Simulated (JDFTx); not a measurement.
# Fe (Im-3m) in JDFTx: reference runs

Reference runs on Fe: the cell as given and a disturbed copy.

Everything below comes from runs of JDFTx 1.7.0 (patched build). Logs are shortened: lines on timing, memory, paths and dates and some standing lists are left out, and cuts for length are marked. The log counts tension as positive stress, the text compression.

### Step 1. Starting point

Symmetry: Im-3m, No. 229, cubic system. The conventional cell has a = 2.886 Å, b = 2.886 Å, c = 2.886 Å, α = 90.00°, β = 90.00°, γ = 90.00°. Fe (site symmetry m-3m) has 8 Fe at 2.50 Å as nearest neighbours.

### Step 2. Single point, PBEsol, collinear spin, ferromagnetic start

Contents of Fe.in:

```
lattice \
   -2.7268747978     2.7268747978     2.7268747978 \
    2.7268747978    -2.7268747978     2.7268747978 \
    2.7268747978     2.7268747978    -2.7268747978
coords-type Lattice
ion Fe     0.0000000000     0.0000000000     0.0000000000 1

ion-species pseudo/Fe.upf
elec-cutoff 45
elec-ex-corr gga-PBEsol
kpoint-folding 13 13 13
elec-smearing Fermi 0.0018374661
elec-n-bands 15
spintype z-spin
initial-magnetic-moments Fe 3
elec-initial-magnetization 3 no
electronic-SCF nIterations 100 energyDiffThreshold 1e-09
electronic-minimize nIterations 30 energyDiffThreshold 1e-7
converge-empty-states yes
forces-output-coords Cartesian

dump-name run.$VAR
dump End Ecomponents EigStats BandEigs Kpoints Forces Stress
```

Potentials or basis: PseudoDojo-SR-PBEsol-0.4.1-standard with smoothed tails.

Run with:

```sh
$ jdftx -c 1 -i Fe.in -o Fe.out
```

Output:

```text
*************** JDFTx 1.7.0 (patched build) ***************

Input parsed successfully to the following command list (including defaults):
[... the input with its defaults ...]

---------- Setting up symmetries ----------

Found 48 point-group symmetries of the bravais lattice
Found 48 space-group symmetries with basis
Applied RMS atom displacement 0 bohrs to make symmetries exact.

---------- Initializing the Grid ----------
R =
[     -2.72687      2.72687      2.72687  ]
[      2.72687     -2.72687      2.72687  ]
[      2.72687      2.72687     -2.72687  ]
unit cell volume = 81.1065
G =
[ 9.00582e-18    1.15209    1.15209  ]
[    1.15209 9.00582e-18    1.15209  ]
[    1.15209    1.15209 9.00582e-18  ]
Minimum fftbox size, Smin = [  32  32  32  ]
Chosen fftbox size, S = [  32  32  32  ]

---------- Exchange Correlation functional ----------
Initalized PBEsol GGA exchange.
Initalized PBEsol GGA correlation.

---------- Setting up pseudopotentials ----------
Width of ionic core gaussian charges (only for fluid interactions / plotting) set to 0

Reading pseudopotential file 'pseudo/Fe.upf':
  'Fe' pseudopotential, 'PBESOL' functional
  Generated using ONCVPSP code by D. R. Hamann
  16 valence electrons, 4 orbitals, 6 projectors, 1001 radial grid points, with lMax = 2
    3S    l: 0   occupation:  2.0   eigenvalue: -3.445850
    3P    l: 1   occupation:  6.0   eigenvalue: -2.202177
    3D    l: 2   occupation:  6.0   eigenvalue: -0.276701
    4S    l: 0   occupation:  2.0   eigenvalue: -0.195171
  Core radius for overlap checks: 1.56 bohrs.

Initialized 1 species with 1 total atoms.

Folded 1 k-points by 13x13x13 to 2197 k-points.

---------- Setting up k-points, bands, fillings ----------
Reduced to 84 k-points under symmetry.
Computing the number of bands and number of electrons
Calculating initial fillings.
nElectrons:  16.000000   nBands: 15   nStates: 168

----- Setting up reduced wavefunction bases (one per k-point) -----
average nbasis = 1169.356 , ideal nbasis = 1169.414

---------- Setting up ewald sum ----------
Optimum gaussian width for ewald sums = 1.702602 bohr.
Real space sum over 2197 unit cells with max indices [  6  6  6  ]
Reciprocal space sum over 2197 terms with max indices [  6  6  6  ]

---------- Allocating electronic variables ----------
Initializing wave functions:  linear combination of atomic orbitals
Note: number of bands (15) exceeds available atomic orbitals (10)
Fe (M=3) pseudo-atom majority spin occupations:   s ( 1 0.5 )  p ( 3 )  d ( 5 )
Fe (M=3) pseudo-atom minority spin occupations:   s ( 1 0 )  p ( 3 )  d ( 2.5 )
	FillingsUpdate:  mu: +1.243049578  nElectrons: 16.000000  magneticMoment: [ Abs: 2.00002  Tot: +2.00000 ]
LCAOMinimize: Iter:   0  F: -120.5092385814995453  |grad|_K:  7.598e-03  alpha:  1.000e+00
	FillingsUpdate:  mu: +0.978476807  nElectrons: 16.000000  magneticMoment: [ Abs: 2.35059  Tot: +2.34409 ]
LCAOMinimize: Iter:   1  F: -121.4785825081160766  |grad|_K:  7.041e-03  alpha:  2.751e-01  linmin: -2.154e-01  cgtest:  5.223e-01
	FillingsUpdate:  mu: +0.600386713  nElectrons: 16.000000  magneticMoment: [ Abs: 2.33928  Tot: +2.29475 ]
[... 19 lines of inner loops ...]
LCAOMinimize: Iter:   9  F: -121.8831958519064926  |grad|_K:  1.604e-06  alpha:  4.337e-01  linmin:  1.291e-04  cgtest:  1.873e-02
	FillingsUpdate:  mu: +0.632845189  nElectrons: 16.000000  magneticMoment: [ Abs: 2.49930  Tot: +2.37810 ]
LCAOMinimize: Iter:  10  F: -121.8831959127242754  |grad|_K:  5.085e-07  alpha:  1.251e+00  linmin:  2.773e-04  cgtest: -1.928e-03
LCAOMinimize: Converged (|Delta F|<1.000000e-06 for 2 iters).

-------- Electronic minimization -----------
Will mix electronic density at each iteration.
	FillingsUpdate:  mu: +0.632845189  nElectrons: 16.000000  magneticMoment: [ Abs: 2.49930  Tot: +2.37810 ]
	FillingsUpdate:  mu: +0.631906722  nElectrons: 16.000000  magneticMoment: [ Abs: 2.49930  Tot: +2.37810 ]
SCF: Cycle:  0   F: -121.889410473700011   dF: -6.215e-03   |Residual|: 2.269e-02   |deigs|: 3.456e-01
	FillingsUpdate:  mu: +0.627456025  nElectrons: 16.000000  magneticMoment: [ Abs: 2.48919  Tot: +2.36160 ]
SCF: Cycle:  1   F: -121.889642264640429   dF: -2.318e-04   |Residual|: 1.004e-02   |deigs|: 8.878e-03
	FillingsUpdate:  mu: +0.629007893  nElectrons: 16.000000  magneticMoment: [ Abs: 2.50246  Tot: +2.37439 ]
SCF: Cycle:  2   F: -121.889691911939025   dF: -4.965e-05   |Residual|: 4.045e-03   |deigs|: 1.695e-03
	FillingsUpdate:  mu: +0.628999353  nElectrons: 16.000000  magneticMoment: [ Abs: 2.51285  Tot: +2.37824 ]
SCF: Cycle:  3   F: -121.889692881927800   dF: -9.700e-07   |Residual|: 1.156e-03   |deigs|: 2.840e-04
	FillingsUpdate:  mu: +0.629003834  nElectrons: 16.000000  magneticMoment: [ Abs: 2.51481  Tot: +2.38070 ]
SCF: Cycle:  4   F: -121.889692994035514   dF: -1.121e-07   |Residual|: 2.138e-04   |deigs|: 1.542e-04
	FillingsUpdate:  mu: +0.628998023  nElectrons: 16.000000  magneticMoment: [ Abs: 2.51469  Tot: +2.38086 ]
SCF: Cycle:  5   F: -121.889693012744303   dF: -1.871e-08   |Residual|: 1.006e-04   |deigs|: 2.314e-04
	FillingsUpdate:  mu: +0.629001359  nElectrons: 16.000000  magneticMoment: [ Abs: 2.51462  Tot: +2.38073 ]
SCF: Cycle:  6   F: -121.889693017092512   dF: -4.348e-09   |Residual|: 2.701e-05   |deigs|: 2.423e-04
	FillingsUpdate:  mu: +0.628999709  nElectrons: 16.000000  magneticMoment: [ Abs: 2.51457  Tot: +2.38067 ]
SCF: Cycle:  7   F: -121.889693017963452   dF: -8.709e-10   |Residual|: 7.104e-06   |deigs|: 1.174e-04
	FillingsUpdate:  mu: +0.628999626  nElectrons: 16.000000  magneticMoment: [ Abs: 2.51459  Tot: +2.38068 ]
SCF: Cycle:  8   F: -121.889693018142779   dF: -1.793e-10   |Residual|: 6.099e-06   |deigs|: 7.450e-05
SCF: Converged (|Delta E|<1.000000e-09 for 2 iters).

Setting wave functions to eigenvectors of Hamiltonian
Converging empty states (this may take a while): |deigs|: 4.250e-04

# Stress tensor in Cartesian coordinates [Eh/a0^3]:
[  0.000531079            0            0  ]
[            0  0.000531079            0  ]
[            0            0  0.000531079  ]

# Ionic positions in lattice coordinates:
ion Fe   0.000000000000000   0.000000000000000   0.000000000000000 1

# Forces in Cartesian coordinates:
force Fe   0.000000000000000   0.000000000000000   0.000000000000000 1

# Energy components:
   Eewald =      -85.4131406973518637
       EH =       31.4641325076851572
     Eloc =     -104.0030537672001714
      Enl =       -7.0161745830554745
      Exc =      -17.6019037920867660
 Exc_core =        3.3260649321728635
       KE =       57.3547438587170006
-------------------------------------
     Etot =     -121.8893315411192759
       TS =        0.0003614770235072
-------------------------------------
        F =     -121.8896930181427791

IonicMinimize: Iter:   0  F: -121.889693018142779  |grad|_K:  0.000e+00
IonicMinimize: Converged (|grad|_K<1.000000e-04).

#--- Lowdin population analysis ---
# oxidation-state Fe +0.229
# magnetic-moments Fe +2.464

Dumping 'run.eigStats' ...
	eMin: -2.592969 at state 0 ( [ +0.000000 +0.000000 +0.000000 ] spin 1 )
	HOMO: +0.628998 at state 84 ( [ +0.000000 +0.000000 +0.000000 ] spin -1 )
	mu  : +0.629001
	LUMO: +0.629077 at state 23 ( [ +0.076923 +0.076923 +0.230769 ] spin 1 )
	eMax: +1.967265 at state 150 ( [ +0.230769 +0.230769 +0.230769 ] spin -1 )
	HOMO-LUMO gap: +0.000078
	Optical gap  : +0.005570 at state 85 ( [ +0.000000 +0.000000 +0.076923 ] spin -1 )
Done!
```

Run time: 38 s. Hardware: 1 thread of Intel Xeon 6975P-C (Granite Rapids), shared host; peak memory 0.14 GiB.

Results:

- Free energy: -3316.7875 eV
- Pressure: -15.6 GPa
- Band gap on the k mesh: none (metal or under the smearing width)
- Net moment: 2.38 μB per cell
- Absolute moment: 2.51 μB per cell
- Site moments: Fe +2.46 μB

Levels at points of the mesh, in eV from the Fermi level:
Spin up:
| k point | band 5 | band 6 | band 7 | band 8 | band 9 | band 10 |
| --- | --- | --- | --- | --- | --- | --- |
| (0.00, 0.00, 0.00) | -8.19 | -2.27 | -2.27 | -2.27 | -1.10 | -1.10 |
Spin down:
```csv
k point,band 4,band 5,band 6,band 7,band 8,band 9,band 10
"(0.00, 0.00, 0.00)",-50.95,-8.02,0.00,0.00,0.00,1.86,1.86
```

Caveat: so large a pressure means that the cell lies far from this level's equilibrium, or that cutoff or potentials fall short.

### Step 3. Single point, PBEsol, collinear spin, ferromagnetic start (cell strained at random at fixed volume)

Changes to Fe.in since step 2:

```diff
@@ -1,7 +1,7 @@
 lattice \
-   -2.7268747978     2.7268747978     2.7268747978 \
-    2.7268747978    -2.7268747978     2.7268747978 \
-    2.7268747978     2.7268747978    -2.7268747978
+   -2.7996916146     2.7732241105     2.7467887317 \
+    2.7103170175    -2.7041300542     2.6512252816 \
+    2.7571274234     2.7244729559    -2.7509404600
 coords-type Lattice
-ion Fe     0.0000000000     0.0000000000     0.0000000000 1
+ion Fe    -0.0127860000    -0.0069470000    -0.0146850000 1
```

Potentials or basis: PseudoDojo-SR-PBEsol-0.4.1-standard with smoothed tails.

Run with:

```sh
$ jdftx -c 1 -i Fe.in -o Fe.out
```

Output:

```text
*************** JDFTx 1.7.0 (patched build) ***************

Input parsed successfully to the following command list (including defaults):

basis kpoint-dependent
converge-empty-states yes
coords-type Lattice
core-overlap-check vector
coulomb-interaction Periodic
davidson-band-ratio 1.1
dump End Forces BandEigs EigStats Ecomponents Stress Kpoints
dump-name run.$VAR
elec-cutoff 45
elec-eigen-algo Davidson
elec-ex-corr gga-PBEsol
elec-initial-magnetization 3.000000 no
elec-n-bands 15 1
elec-smearing Fermi 0.00183747
electronic-minimize  \
	dirUpdateScheme      FletcherReeves \
	linminMethod         DirUpdateRecommended \
	nIterations          30 \
	history              15 \
	knormThreshold       0 \
	maxThreshold         no \
	energyDiffThreshold  1e-07 \
	nEnergyDiff          2 \
	convergeAll          no \
[... 225 lines left out ...]
SCF: Cycle:  8   F: -121.889602956737974   dF: -2.357e-10   |Residual|: 6.389e-06   |deigs|: 1.698e-04
	FillingsUpdate:  mu: +0.629536225  nElectrons: 16.000000  magneticMoment: [ Abs: 2.52785  Tot: +2.39663 ]
SCF: Cycle:  9   F: -121.889602956792118   dF: -5.414e-11   |Residual|: 1.212e-06   |deigs|: 1.493e-04
SCF: Converged (|Delta E|<1.000000e-09 for 2 iters).

Setting wave functions to eigenvectors of Hamiltonian
Converging empty states (this may take a while): |deigs|: 5.458e-04

# Stress tensor in Cartesian coordinates [Eh/a0^3]:
[  0.000552763 -3.40966e-05 -1.79237e-05  ]
[ -3.40966e-05  0.000467674 -4.00846e-08  ]
[ -1.79237e-05 -4.00846e-08  0.000529917  ]

# Ionic positions in lattice coordinates:
ion Fe  -0.012786000000000  -0.006947000000000  -0.014685000000000 1

# Forces in Cartesian coordinates:
force Fe   0.000000000000000   0.000000000000000   0.000000000000000 1

# Energy components:
   Eewald =      -85.4078432280672075
       EH =       31.4724540883752759
     Eloc =     -104.0187251113264182
      Enl =       -7.0177228813656551
      Exc =      -17.6031478200399754
 Exc_core =        3.3260661745229609
       KE =       57.3596807689811001
-------------------------------------
     Etot =     -121.8892380089199037
       TS =        0.0003649478722093
-------------------------------------
        F =     -121.8896029567921175

IonicMinimize: Iter:   0  F: -121.889602956792118  |grad|_K:  0.000e+00
IonicMinimize: Converged (|grad|_K<1.000000e-04).

#--- Lowdin population analysis ---
# oxidation-state Fe +0.229
# magnetic-moments Fe +2.479

Dumping 'run.eigStats' ...
	eMin: -2.592950 at state 0 ( [ +0.000000 +0.000000 +0.000000 ] spin 1 )
	HOMO: +0.629532 at state 529 ( [ +0.230769 -0.384615 +0.153846 ] spin 1 )
	mu  : +0.629536
	LUMO: +0.629566 at state 1189 ( [ +0.076923 +0.000000 +0.384615 ] spin -1 )
	eMax: +1.963218 at state 1733 ( [ +0.307692 +0.230769 +0.230769 ] spin -1 )
	HOMO-LUMO gap: +0.000034
	Optical gap  : +0.003119 at state 1498 ( [ +0.153846 -0.153846 +0.153846 ] spin -1 )
Done!
```

It took 8.7 min on 1 thread of Intel Xeon 6975P-C (Granite Rapids), shared host; peak memory 1.4 GiB.

What came out:

| Item | Value |
| --- | --- |
| Free energy | -3316.7851 eV |
| Pressure | -15.2 GPa |
| Band gap on the k mesh | none (metal or under the smearing width) |
| Net moment | 2.40 μB per cell |
| Absolute moment | 2.53 μB per cell |
| Site moments | Fe +2.48 μB |

Levels at points of the mesh, in eV from the Fermi level:
Spin up:
```tsv
k point	band 7	band 8	band 9	band 10	band 11
(0.00, 0.00, 0.00)	-2.28	-2.20	-1.18	-1.05	23.44
```
Spin down:
| k point | band 3 | band 4 | band 5 | band 6 | band 7 | band 8 | band 9 | band 10 | band 11 |
| --- | --- | --- | --- | --- | --- | --- | --- | --- | --- |
| (0.00, 0.00, 0.00) | -50.95 | -50.94 | -8.03 | -0.17 | 0.01 | 0.16 | 1.75 | 1.96 | 23.32 |
